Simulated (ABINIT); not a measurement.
Write the native input for ABINIT 10.8.3 (patched build) that does the following.

```
Task                : single point
Functional          : PBE
Potentials or basis : PseudoDojo NC SR PBE v0.5 stringent
Cutoff              : 1143 eV
k mesh              : 10 × 10 × 8
Occupations         : fermi-dirac, width 0.05 eV
Spin                : no spin polarisation
```

Crystal: TiB2.

```
Ti B
1.0
     3.02920    0.00000    0.00000
    -1.51460    2.62336    0.00000
     0.00000    0.00000    3.22840
Ti B
1 2
Direct
  0.00000 0.00000 0.00000
  0.66667 0.33333 0.50000
  0.33333 0.66667 0.50000
```

The input as run:

run.abi

```
pp_dirpath "./"
pseudos "Ti.upf, B.upf"

acell 3.0292 3.0292 3.2284 Angstrom
rprim
     1.0000000000     0.0000000000     0.0000000000
    -0.5000000000     0.8660254038     0.0000000000
     0.0000000000     0.0000000000     1.0000000000
ntypat 2
znucl 22 5
natom 3
typat 1 2 2
xred
     0.0000000000     0.0000000000     0.0000000000
     0.6666666667     0.3333333333     0.5000000000
     0.3333333333     0.6666666667     0.5000000000

ecut 42.0

kptopt 1
ngkpt 10 10 8
nshiftk 1
shiftk 0.0 0.0 0.0

ixc 11

nband 13
occopt 3
tsmear 0.05 eV

nstep 100
tolvrs 1.0e-10

iomode 3
prtwf 0
prtden 0
prteig 0
prtebands 0
```

Potentials or basis: PseudoDojo NC SR PBE v0.5 stringent.

Launch:

```sh
$ abinit run.abi > log 2>&1
```

Results of the run:

```yaml
Pressure: 0.2 GPa
Band_gap_on_the_k_mesh: none (metal or under the smearing width)
Valence_electrons_inside_the_program's_atomic_spheres: Ti 9.59; B 2.84
```

Run time: 56 s on 1 thread of Arm Neoverse V2, with other jobs on the host, peak memory 0.09 GiB.
